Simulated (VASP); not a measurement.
# Al (Fm-3m) in VASP: settings compared

The runs below take Al through relaxation of cell and atoms, with PBE, LDA.

Program: VASP 6.6.1. These are calculated values, not measurements. Logs are shortened: lines on timing, memory, paths and dates and some standing lists are left out, and cuts for length are marked.

## (1) Starting point

It takes space group Fm-3m (No. 225, cubic). Conventional cell: a = 4.050 Å, b = 4.050 Å, c = 4.050 Å, α = 90.00°, β = 90.00°, γ = 90.00°. Al (site symmetry m-3m) is surrounded by 12 Al at 2.86 Å.

## (2) Relaxation of cell and atoms, PBE

INCAR reads:

```
PREC     = Accurate       # precision mode
ENCUT    = 600            # plane-wave cutoff, eV
EDIFF    = 1E-6           # SCF threshold, eV
ISMEAR   = 1              # smearing method
SIGMA    = 0.1            # smearing width, eV
LREAL    = False          # projectors in reciprocal space
LASPH    = True           # aspherical terms in the spheres
NELM     = 80             # most SCF steps
ALGO     = Normal         # electronic algorithm
ISIF     = 3              # what is computed and relaxed
LWAVE    = False          # write WAVECAR
LCHARG   = False          # write CHGCAR
GGA      = PE             # functional
IBRION   = 2              # ionic algorithm
NSW      = 90             # ionic steps
EDIFFG   = -0.01          # ionic threshold
```

KPOINTS reads:

```
regular mesh
0
Gamma
  16 16 16
```

POSCAR reads:

```
Al
1.0
    0.0000000000      2.0248050000      2.0248050000
    2.0248050000      0.0000000000      2.0248050000
    2.0248050000      2.0248050000      0.0000000000
Al
1
Direct
    0.0000000000      0.0000000000      0.0000000000
```

Potentials or basis: VASP PAW PBE potentials, release 64 (Al).

Launch:

```sh
cat potpaw_PBE.64/Al/POTCAR > POTCAR
mpirun -np 1 vasp_std > vasp.out
```

OUTCAR:

```text
PREC = Accurate
   ENCUT = 600
   EDIFF = 1E-6
   ISMEAR = 1
   LREAL = False
   LASPH = True
   NELM = 80
   ISIF = 3
   GGA = PE
   IBRION = 2
   NSW = 90
   EDIFFG = -0.01

 ion  position               nearest neighbor table
   1  0.000  0.000  0.000-

  LATTYP: Found a face centered cubic cell.
 ALAT       =     4.0496100000

  Lattice vectors:

 A1 = (   0.0000000000,   2.0248050000,   2.0248050000)
 A2 = (   2.0248050000,   0.0000000000,   2.0248050000)
 A3 = (   2.0248050000,   2.0248050000,   0.0000000000)

Analysis of symmetry for initial positions (statically):
=====================================================================
 Subroutine PRICEL returns:
 Original cell was already a primitive cell.

 Routine SETGRP: Setting up the symmetry group for a
 face centered cubic supercell.

 Subroutine GETGRP returns: Found 48 space group operations
 (whereof 48 operations were pure point group operations)
 out of a pool of 48 trial point group operations.

The static configuration has the point symmetry O_h .

Analysis of symmetry for dynamics (positions and initial velocities):
=====================================================================
 Subroutine PRICEL returns:
 Original cell was already a primitive cell.

 Routine SETGRP: Setting up the symmetry group for a
 face centered cubic supercell.

 Subroutine GETGRP returns: Found 48 space group operations
 (whereof 48 operations were pure point group operations)
 out of a pool of 48 trial point group operations.

The dynamic configuration has the point symmetry O_h .

 Subroutine INISYM returns: Found 48 space group operations
 (whereof 48 operations are pure point group operations),
 and found     1 'primitive' translations

----------------------------------------------------------------------------------------

                                     Primitive cell

  volume of cell :      16.6027

  direct lattice vectors                    reciprocal lattice vectors
     0.000000000  2.024805000  2.024805000    -0.246937359  0.246937359  0.246937359
     2.024805000  0.000000000  2.024805000     0.246937359 -0.246937359  0.246937359
     2.024805000  2.024805000  0.000000000     0.246937359  0.246937359 -0.246937359

  length of vectors
     2.863506692  2.863506692  2.863506692     0.427708053  0.427708053  0.427708053

  position of ions in fractional coordinates (direct lattice)
     0.000000000  0.000000000  0.000000000

  ion indices of the primitive-cell ions
   primitive index   ion index
                 1           1

----------------------------------------------------------------------------------------

 KPOINTS: regular mesh

Automatic generation of k-mesh.
 Grid dimensions read from file:
 generate k-points for:   16   16   16

 Generating k-lattice:

  Cartesian coordinates                     Fractional coordinates (reciprocal lattice)
    -0.015433585  0.015433585  0.015433585     0.062500000  0.000000000  0.000000000
     0.015433585 -0.015433585  0.015433585     0.000000000  0.062500000  0.000000000
     0.015433585  0.015433585 -0.015433585     0.000000000  0.000000000  0.062500000

  Length of vectors
     0.026731753  0.026731753  0.026731753

  Shift w.r.t. Gamma in fractional coordinates (k-lattice)
     0.000000000  0.000000000  0.000000000

 Subroutine IBZKPT returns following result:
 ===========================================

 Found    145 irreducible k-points:

 Following reciprocal coordinates:
            Coordinates               Weight
  0.000000  0.000000  0.000000      1.000000
  0.062500  0.000000  0.000000      8.000000
  0.125000  0.000000  0.000000      8.000000
  0.187500  0.000000  0.000000      8.000000
  0.250000  0.000000  0.000000      8.000000
  0.312500  0.000000  0.000000      8.000000
[... 16 lines left out ...]
 -0.125000  0.062500  0.000000     24.000000
 -0.062500  0.062500  0.000000     12.000000
 [... further k-points ...]
   k-points           NKPTS =    145   k-points in BZ     NKDIM =    145   number of bands    NBANDS=      5
   number of dos      NEDOS =    301   number of ions     NIONS =      1
   total plane-waves  NPLWV =  13824
   dimension x,y,z NGX =    24 NGY =   24 NGZ =   24
   dimension x,y,z NGXF=    48 NGYF=   48 NGZF=   48
   ions per type =               1
   NGX,Y,Z   is equivalent  to a cutoff of  13.93, 13.93, 13.93 a.u.
   NGXF,Y,Z  is equivalent  to a cutoff of  27.87, 27.87, 27.87 a.u.
 SYSTEM =  unknown system
   PREC   = accura    normal or accurate (medium, high low for compatibility)
   ISTART =      0    job   : 0-new  1-cont  2-samecut
   ICHARG =      2    charge: 1-file 2-atom 10-const
   ISPIN  =      1    spin polarized calculation?
   LNONCOLLINEAR =      F non collinear calculations
   LSORBIT =      F    spin-orbit coupling
   LASPH  =      T    aspherical Exc in radial PAW
   ENCUT  =  600.0 eV  44.10 Ry    6.64 a.u.   5.72  5.72  5.72*2*pi/ulx,y,z
   NELM   =     80;   NELMIN=  2; NELMDL= -5     # of ELM steps
   EDIFF  = 0.1E-05   stopping-criterion for ELM
   LREAL  =      F    real-space projection
   EDIFFG = -.1E-01   stopping-criterion for IOM
   NSW    =     90    number of steps for IOM
   IBRION =      2    ionic relax: 0-MD 1-quasi-New 2-CG
   NFREE  =      1    steps in history (QN), initial steepest desc. (CG)
   ISIF   =      3    stress and relaxation
   ISYM   =      2    0-nonsym 1-usesym 2-fastsym
   POTIM  = 0.5000    time-step for ionic-motion
   TEBEG  =    0.0;   TEEND  =   0.0 temperature during run
   PSTRESS=    0.0 pullay stress
   NELECT =       3.0000    total number of electrons
   NUPDOWN=      -1.0000    fix difference up-down
   EMIN   =  10.00;   EMAX   =-10.00  energy-range for DOS
   EFERMI =   0.00;   METHOD = LEGACY
   ISMEAR =     1;   SIGMA  =   0.10  broadening in eV -4-tet -1-fermi 0-gaus
   EFERMI_NEDOS =   21; number of points for ismear=-14 and -15
   IALGO  =     38    algorithm
   IMIX   =      4    mixing-type and parameters
     AMIX     =   0.40;   BMIX     =  1.00
     AMIX_MAG =   1.60;   BMIX_MAG =  1.00
  volume/ion in A,a.u.               =      16.60       112.04
  Fermi-wavevector in a.u.,A,eV,Ry     =   0.925526  1.748991 11.654733  0.856599
  Thomas-Fermi vector in A             =   2.051390
   LORBIT       =      0    0 simple, 1 ext, 2 COOP (PROOUT), +10 PAW based schemes
   GGA     = PE    functional components
   LHFCALC =     F    Hartree Fock is set to
   AEXX    =    0.0000 exact exchange contribution
   IVDW    =     0    specifies the selected vdW correction
   LEPSILON=     F    determine dielectric tensor
   LRPA    =     F    only Hartree local field effects (RPA)
 conjugate gradient relaxation of ions
 non-spin polarized calculation
 Methfessel and Paxton  Order N= 1 SIGMA  =   0.10
  energy-cutoff  :      600.00
  volume of cell :       16.60
 maximum number of plane-waves:       568
   NGX = 11   NGY = 11   NGZ = 11

--------------------------------------- Ionic step        1  -------------------------------------------

 number of electron       3.0000000 magnetization

 Free energy of the ion-electron system (eV)
  ---------------------------------------------------
  ext. energy  EPLUGINS =         0.00000000
  ---------------------------------------------------
  free energy    TOTEN  =        -3.75139554 eV

  energy without entropy =       -3.75174162  energy(sigma->0) =       -3.75151090

------------------------ aborting loop because EDIFF is reached ----------------------------------------

  FORCE on cell =-STRESS in cart. coord.  units (eV):
  Direction    XX          YY          ZZ          XY          YZ          ZX
  --------------------------------------------------------------------------------------
  -------------------------------------------------------------------------------------
  Total       -0.0622314     -0.0622314     -0.0622314     -0.0000000     -0.0000000     -0.0000000
  in kB       -6.0053833     -6.0053833     -6.0053833     -0.0000000     -0.0000000     -0.0000000
  external PRESSURE =      -6.0053833 kB  Pullay stress =       0.0000000 kB
[... 55 lines left out ...]
  energy  without entropy=       -3.7519746336  energy(sigma->0) =       -3.75174462

--------------------------------------- Ionic step        3  -------------------------------------------

 number of electron       3.0000000 magnetization

 Free energy of the ion-electron system (eV)
  ---------------------------------------------------
  ext. energy  EPLUGINS =         0.00000000
  ---------------------------------------------------
  free energy    TOTEN  =        -3.75163735 eV

  energy without entropy =       -3.75198218  energy(sigma->0) =       -3.75175229

 E-fermi :   8.0566     XC(G=0): -10.2021

 val. band max:        8.0180743512   @ k =  -0.2500   0.3125   0.1250
 cond. band min:       8.1334842834   @ k =   0.4375   0.4375   0.0000
 fundamental gap:      0.1154099322
 Fermi energy:         8.0565577064

 k-point     1 :       0.0000    0.0000    0.0000
  band No.  band energies     occupation
      1      -3.1294      2.00000
      2      20.6421      0.00000
      3      20.6421      0.00000
      4      20.6421      0.00000
      5      22.1449      0.00000

 k-point     2 :       0.0625    0.0000    0.0000
  band No.  band energies     occupation
      1      -3.0231      2.00000
      2      18.8558      0.00000
      3      20.2687      0.00000
      4      20.2687      0.00000
      5      22.6834      0.00000
[... 169 lines left out ...]
 k-point    24 :      -0.0625    0.0625    0.0000
  band No.  band energies     occupation
      1      -2.8462      2.00000
      2      17.7823      0.00000
      3      18.5265      0.00000
      4      20.9177      0.00000
      5      22.3193      0.00000

 [... further k-points ...]

------------------------ aborting loop because EDIFF is reached ----------------------------------------

  FORCE on cell =-STRESS in cart. coord.  units (eV):
  Direction    XX          YY          ZZ          XY          YZ          ZX
  --------------------------------------------------------------------------------------
  -------------------------------------------------------------------------------------
  Total        0.0008287      0.0008287      0.0008287      0.0000000     -0.0000000     -0.0000000
  in kB        0.0805840      0.0805840      0.0805840      0.0000000     -0.0000000     -0.0000000
  external PRESSURE =       0.0805840 kB  Pullay stress =       0.0000000 kB
[... 16 lines left out ...]
  FREE ENERGIE OF THE ION-ELECTRON SYSTEM (eV)
  ---------------------------------------------------
  free  energy   TOTEN  =        -3.7516373459 eV

  energy  without entropy=       -3.7519821796  energy(sigma->0) =       -3.75175229

 reached required accuracy - stopping structural energy minimisation
```

Wall time 5.1 s (1 thread of Intel Xeon 6975P-C (Granite Rapids), shared host); peak memory 0.14 GiB.

What came out:

```yaml
Free_energy: -3.7516 eV
Relaxed_volume: 16.48 Å³/atom
Relaxed_cell: a = 2.856 Å, b = 2.856 Å, c = 2.856 Å, α = 60.00°, β = 60.00°, γ = 60.00°
Space_group_after_relaxing_to_0.05_Å: Fm-3m (No. 225)
Energy_gained_by_relaxing: 0.2 meV/atom
Ionic_steps: 3
Pressure_after_relaxing: 0.0 GPa
Band_gap_on_the_k_mesh: none (metal or under the smearing width)
```

Step by step:
```
step  energy change (eV)  largest force (eV/Å)  pressure (GPa)  volume (Å³)
   1              0.0000                0.0000           -0.60        16.60
   2             -0.0002                0.0000            0.11        16.45
   3             -0.0002                0.0000            0.01        16.48
```

Final structure:
```
Al
1.0
     0.00000    2.01964    2.01964
     2.01964    0.00000    2.01964
     2.01964    2.01964    0.00000
Al
1
Direct
  0.00000 0.00000 0.00000
```

Levels at points of the mesh, in eV from the Fermi level:
```csv
k point,band 1,band 2,band 3,band 4,band 5
"(0.00, 0.00, 0.00)",-11.19,12.59,12.59,12.59,14.09
"(0.50, 0.00, 0.00)",-4.64,-4.42,11.38,11.38,11.43
"(0.50, 0.50, 0.00)",-2.97,-1.64,5.22,5.56,5.56
```

## (3) Relaxation of cell and atoms, PBE

This run uses another cell than the first one, of 16.48 Å³/atom, 0.992 times its volume.

Changes to INCAR since step 2:

```diff
@@ -2,3 +2,3 @@
 ENCUT    = 600            # plane-wave cutoff, eV
-EDIFF    = 1E-6           # SCF threshold, eV
+EDIFF    = 1E-7           # SCF threshold, eV
 ISMEAR   = 1              # smearing method
@@ -15,2 +15,2 @@
 NSW      = 90             # ionic steps
-EDIFFG   = -0.01          # ionic threshold
+EDIFFG   = -0.005         # ionic threshold
```

KPOINTS is that of step 2.

POSCAR reads:

```
Al                                      
1.0
   -0.0000000000      2.0196414341      2.0196414341
    2.0196414341     -0.0000000000      2.0196414341
    2.0196414341      2.0196414341     -0.0000000000
  Al            
     1
Direct
     0.0000000000000000    0.0000000000000000    0.0000000000000000
```

Potentials or basis: VASP PAW PBE potentials, release 64 (Al).

Launch:

```sh
cat potpaw_PBE.64/Al/POTCAR > POTCAR
mpirun -np 1 vasp_std > vasp.out
```

It took 3.4 s on 1 thread of Intel Xeon 6975P-C (Granite Rapids), shared host; peak memory 0.14 GiB.

It converged, with:

| Item | Value |
| --- | --- |
| Free energy | -3.7516 eV |
| Pressure after relaxing | 0.0 GPa |
| Band gap on the k mesh | none (metal or under the smearing width) |

Final structure:
```
Al
1.0
     0.00000    2.01964    2.01964
     2.01964    0.00000    2.01964
     2.01964    2.01964    0.00000
Al
1
Direct
  0.00000 0.00000 0.00000
```

Levels at points of the mesh, in eV from the Fermi level:
| k point | band 1 | band 2 | band 3 | band 4 | band 5 |
| --- | --- | --- | --- | --- | --- |
| (0.00, 0.00, 0.00) | -11.19 | 12.59 | 12.59 | 12.59 | 14.09 |
| (0.50, 0.00, 0.00) | -4.64 | -4.42 | 11.38 | 11.38 | 11.43 |
| (0.50, 0.50, 0.00) | -2.97 | -1.64 | 5.22 | 5.56 | 5.56 |

Caveat: the relaxation stopped at its first step, so nothing moved.

## (4) Relaxation of cell and atoms, LDA

INCAR reads:

```
SYSTEM = Al
PREC = Accurate
ENCUT = 600
EDIFF = 1E-6
ISMEAR = 1
SIGMA = 0.1
LREAL = .FALSE.
LASPH = .TRUE.
NELM = 80
ALGO = Normal
ISIF = 3
LWAVE = .FALSE.
LCHARG = .FALSE.
GGA = CA
IBRION = 2
NSW = 90
EDIFFG = -0.01
```

KPOINTS reads:

```
Automatic mesh
0
G
  16 16 16
  0 0 0
```

POSCAR reads:

```
Al
1.0
    0.0000000000      2.0248050000      2.0248050000
    2.0248050000      0.0000000000      2.0248050000
    2.0248050000      2.0248050000      0.0000000000
Al
1
Direct
    0.0000000000      0.0000000000      0.0000000000
```

Potentials or basis: VASP PAW LDA potentials, release 64 (Al).

Launch:

```sh
cat potpaw_LDA.64/Al/POTCAR > POTCAR
mpirun -np 1 vasp_std > vasp.out
```

Run time: 7.8 s. Hardware: 1 thread of Intel Xeon Platinum 8488C (Sapphire Rapids), shared host; peak memory 0.13 GiB.

Results (log left out):

* Free energy: -4.1974 eV
* Relaxed volume: 15.81 Å³/atom
* Relaxed cell: a = 2.817 Å, b = 2.817 Å, c = 2.817 Å, α = 60.00°, β = 60.00°, γ = 60.00°
* Space group after relaxing (to 0.05 Å): Fm-3m (No. 225)
* Energy gained by relaxing: 9.6 meV/atom
* Ionic steps: 3
* Pressure after relaxing: 0.0 GPa
* Band gap on the k mesh: none (metal or under the smearing width)

Step by step:
| step | energy change (eV) | largest force (eV/Å) | pressure (GPa) | volume (Å³) |
| --- | --- | --- | --- | --- |
| 1 | 0.0000 | 0.0000 | -3.74 | 16.60 |
| 2 | -0.0093 | 0.0000 | 0.71 | 15.69 |
| 3 | -0.0096 | 0.0000 | 0.01 | 15.81 |

Final structure:
```cif
data_structure
_symmetry_space_group_name_H-M 'P 1'
_symmetry_Int_Tables_number 1
_cell_length_a 2.8175
_cell_length_b 2.8175
_cell_length_c 2.8175
_cell_angle_alpha 60.000
_cell_angle_beta 60.000
_cell_angle_gamma 60.000
_cell_volume 15.81
loop_
_atom_site_label
_atom_site_type_symbol
_atom_site_fract_x
_atom_site_fract_y
_atom_site_fract_z
_atom_site_occupancy
Al1 Al 0.00000 0.00000 0.00000 1
```

Levels at points of the mesh, in eV from the Fermi level:
```csv
k point,band 1,band 2,band 3,band 4
"(0.00, 0.00, 0.00)",-11.43,12.77,12.77,12.77
"(0.50, 0.00, 0.00)",-4.75,-4.48,11.60,11.60
"(0.50, 0.50, 0.00)",-3.03,-1.65,5.27,5.70
```
